**Q:** I want the atomic volume of molybdenum for a process model. Eight density functionals, all with the same kind of dispersion correction, give me eight answers. Can I tell from the numbers alone whether something is wrong with the method?

**A:** You can, if you find rows whose order theory lets you predict. PBE, revPBE and RPBE are such a set. They treat electron correlation alike and differ in their exchange part and in the parameters of the dispersion correction, D4. Compare their equilibrium volumes first.

ABINIT 10.8.3, plane-wave DFT with D4 dispersion and JTH PAW PBE v2.0 datasets for bcc Mo, without spin polarisation or spin–orbit coupling. The wave cutoff is 408.171 eV (fine grid 816.342 eV), the k mesh 12×12×12 and the Fermi–Dirac smearing 0.05 eV. Values come from fits to energies at seven volumes; the given cell has 15.89 Å³/atom.

| functional | equilibrium volume (Å³/atom) | equilibrium volume change (% of the given cell) | bulk modulus (GPa) | bulk modulus slope |
| --- | --- | --- | --- | --- |
| PBE | 15.450 | -2.780 | 277.20 | 4.460 |
| PBEsol | 15.181 | -4.470 | 299.80 | 4.900 |
| revPBE | 15.370 | -3.280 | 277.50 | 4.360 |
| RPBE | 15.352 | -3.400 | 279.00 | 4.570 |
| BLYP | 15.700 | -1.210 | 262.60 | 4.660 |
| AM05 | 15.101 | -4.980 | 298.20 | 4.490 |
| BP86 | 15.220 | -4.230 | 285.90 | 4.180 |
| PW91 | 15.542 | -2.200 | 273.20 | 4.370 |

**Q:** revPBE and RPBE give slightly smaller cells than PBE. Why should that worry me?

**A:** Because their exchange should make the cells larger. When a metal expands, the electron density between the atoms thins out and varies more strongly compared with its local value. Exchange in revPBE and RPBE rewards such variation more than exchange in PBE does, so it favours the expanded crystal. The table shows the opposite order.

**Q:** How do I know which functional rewards the variation more?

**A:** The formula of each functional contains an enhancement factor. It tells by how much exchange is strengthened, relative to a uniform electron gas, when the density varies. At a reduced gradient of 1, a moderate variation, the factor is about 1.17 for PBE and about 1.19 for both revPBE and RPBE. In a dense metal the reduced gradient is expected to lie mostly below 1, where the factors are closer together but keep the same order. PBEsol has a weaker gradient dependence than PBE, and its cell is indeed smaller, although its correlation and D4 parameters differ as well. The expected order holds there and breaks for the other two.

**Q:** Then what pulls the revPBE and RPBE cells together?

**A:** The dispersion correction is the natural suspect. Between two molecules, revPBE and RPBE are more repulsive than PBE, so D4 is given parameters that supply more attraction. Those parameters are adjusted mainly to molecular complexes, where the partners touch without forming a bond. There the extra attraction offsets the extra repulsion.

In molybdenum the neighbours are only 2.74 Å apart and are already bound by shared d electrons. At such a distance the correction depends heavily on its damping, the function that weakens it when atoms come close. The exchange repulsion and the added attraction then need not balance as they do in a complex. D4 also has no explicit description of how the mobile electrons of a metal screen the fluctuating dipoles that cause dispersion.

**Q:** Is that shown by the calculation, or is it your interpretation?

**A:** The reversed order is shown. The outward push of exchange is established theory, and the blame on D4 follows by argument: revPBE and PBE, as used here, differ only in exchange and D4. If exchange pushes outwards and the sum pulls inwards, D4 must pull harder in revPBE. Repeating both volume scans with D4 switched off would test this directly.

One reservation belongs to that argument. All rows use atomic datasets made with PBE, so the atomic cores do not adapt to the other functionals. I expect this to matter little between such close relatives, but that is a judgement and not a result of these runs.

**Q:** The shift is only half a per cent. Can so small a change reveal anything?

**A:** Think of a weight hanging on a stiff spring. The spring barely moves, yet if you know its stiffness you can work out the load. The crystal is the spring, its bulk modulus is the stiffness, and the change of functional is the load. The analogy serves for small shifts; a real crystal stiffens when compressed, and the load itself can change with volume.

To put this into a formula, let $V_0$ and $B_0$ be the equilibrium volume and bulk modulus of PBE. Near its minimum the PBE energy is

$$E_{\rm PBE}(V)\approx E_0+\frac{B_0}{2V_0}(V-V_0)^2 .$$

Here $E_0$ is the energy at the minimum. Suppose that another functional adds an energy that rises with volume at a rate $p$. This rate is an extra inward pressure. Setting the slope of the total energy to zero gives the shift

$$\Delta V\approx-\frac{V_0\,p}{B_0}.$$

**Q:** Work it out for revPBE.

**A:** Between the two computed volumes on either side of the PBE minimum, the energy of revPBE relative to PBE rises at a rate equal to 1.47 GPa. With the PBE values from the table,

$$\Delta V\approx-\frac{15.45\times1.47}{277}\ \text{Å}^3=-0.082\ \text{Å}^3$$

per atom. The table gives $15.370-15.450=-0.080$ Å³. A barely visible shift in volume therefore corresponds to a pressure of more than ten thousand atmospheres.

This is the net pull. If the argument about D4 holds, D4 supplies it and, on top of it, cancels the outward push of exchange. The difference in D4 between the two functionals is then larger than the shift in volume suggests.

**Q:** Does that agreement confirm your explanation?

**A:** It confirms only that the volumes and the energies fit together, since both come from the same curves. No constant was adjusted to any row: PBE serves as the reference, and the other seven rows are compared with it in the output below. The estimate is good to about 0.02 Å³ per atom, with the largest miss for AM05, whose cell lies furthest from that of PBE. The value of the estimate is that it turns a small shift into a pressure whose sign can be examined.

**Q:** Could an unfinished basis set produce that pressure?

**A:** There is a sign of such an error in every row: pressures computed directly at a fixed basis lie below those obtained from the slope of the energy. That is why I used differences of energies, in which much of a common basis error should cancel. The inward pull of revPBE and RPBE also keeps its sign over the whole range of volumes, so it does not hang on two neighbouring energies. Only a repeat with a higher wave cutoff would test the basis itself. The smaller difference between revPBE and RPBE themselves is not needed for the argument, and I leave it unexplained.

**Q:** If D4 acts like a pressure, can I correct the bulk modulus in the same way?

**A:** Not reliably. A constant pressure would move the crystal along the PBE curve, and its bulk modulus would become

$$B(V)\approx B_0\left(\frac{V_0}{V}\right)^{B_0'} ,$$

where $B_0'$ is the bulk modulus slope in the table, the rate at which the bulk modulus grows with pressure. For BP86 this predicts 296 GPa, whereas the calculation gives 286 GPa. The smaller cell is stiffer than that of PBE, but only by about half the expected amount.

The reason lies in the shape of the added energy. A straight line shifts the minimum and leaves the curvature at each volume unchanged; a bent line changes the curvature too. Exchange, correlation and D4 all vary with volume in their own way, so their differences are generally bent. The size of the miss for BP86 is uncertain, because only one computed volume lies below its minimum.

**Q:** For PBEsol the constant-pressure formula gives exactly the computed bulk modulus. Is it a better case?

**A:** I would not read it that way. PBEsol, like BP86 and AM05, has only one computed volume below its minimum, and its energies scatter most about the fitted curve. Its bulk modulus and especially its slope, 4.90, are therefore less certain than the printed digits suggest. Its extra pressure is not constant either: it is 5.106 GPa near the PBE minimum and 4.865 GPa averaged over the whole scan, a fall like that of BP86. The added energy is bent here too, so the match is best read as an accident of the fit.

**Q:** Which volume, then, is closest to the real metal?

**A:** First note that the percentage column is counted from the supplied cell, which is not the measured one. As a rough recalled value, the measured volume is about 2 % smaller than that cell. On this scale PBE, PW91 and BLYP come within about 1 %, while revPBE and RPBE are a little over 1 % too small, BP86 about 2 %, and PBEsol and AM05 2.5 to 3 %. These last two are known to give compact cells for metals of this kind even without dispersion, so D4 should not be blamed for their whole error.

Closeness to experiment is a weak test here. PBE without dispersion tends to make metals slightly too large, and an added attraction can hide that error by shrinking the cell. The same attraction, made stronger for revPBE and RPBE, is the likely reason why these functionals come out in the wrong order. For your process model, I would compare volumes with and without the correction before trusting any of these rows, including those that look right.

Numerical output:

```
exchange enhancement at reduced gradient 1, PBEsol: 1.104
exchange enhancement at reduced gradient 1, PBE: 1.173
exchange enhancement at reduced gradient 1, revPBE: 1.186
exchange enhancement at reduced gradient 1, RPBE: 1.192
Volume against PBE and the inward pressure behind it:
     row  volume less PBE (A^3/atom)  same in %  extra inward pressure near the PBE minimum (GPa)  same over the whole scan (GPa)  volume shift estimated from pressure (A^3/atom)
     PBE                           0          0                                                 0                               0                                                0
  PBEsol                      -0.269     -1.741                                             5.106                           4.865                                          -0.2846
  revPBE                       -0.08    -0.5178                                             1.467                           1.307                                         -0.08176
    RPBE                      -0.098    -0.6343                                              1.82                           1.583                                          -0.1014
    BLYP                        0.25      1.618                                             -4.37                          -4.268                                           0.2436
    AM05                      -0.349     -2.259                                             6.563                           6.252                                          -0.3658
    BP86                       -0.23     -1.489                                             4.209                           4.008                                          -0.2346
    PW91                       0.092     0.5955                                            -1.679                          -1.537                                          0.09356
largest miss of the estimated volume shift (A^3/atom): 0.0168
Stiffness from the PBE curve and rough error in volume:
     row  bulk modulus expected from PBE curve (GPa)  expected less computed (GPa)  rough volume error against measurement (%)
     PBE                                       277.2                             0                                     -0.7959
  PBEsol                                       299.8                      -0.01178                                       -2.52
  revPBE                                       283.7                         6.193                                      -1.306
    RPBE                                       285.2                          6.18                                      -1.429
    BLYP                                         258                        -4.551                                      0.8061
    AM05                                       306.9                         8.737                                      -3.041
    BP86                                       296.4                         10.48                                      -2.276
    PW91                                         270                        -3.244                                     -0.2041
largest miss of the expected bulk modulus (GPa): 10.48
rank correlation of bulk modulus with volume: -0.9762
spread of volumes, largest less smallest (% of PBE): 3.877
```
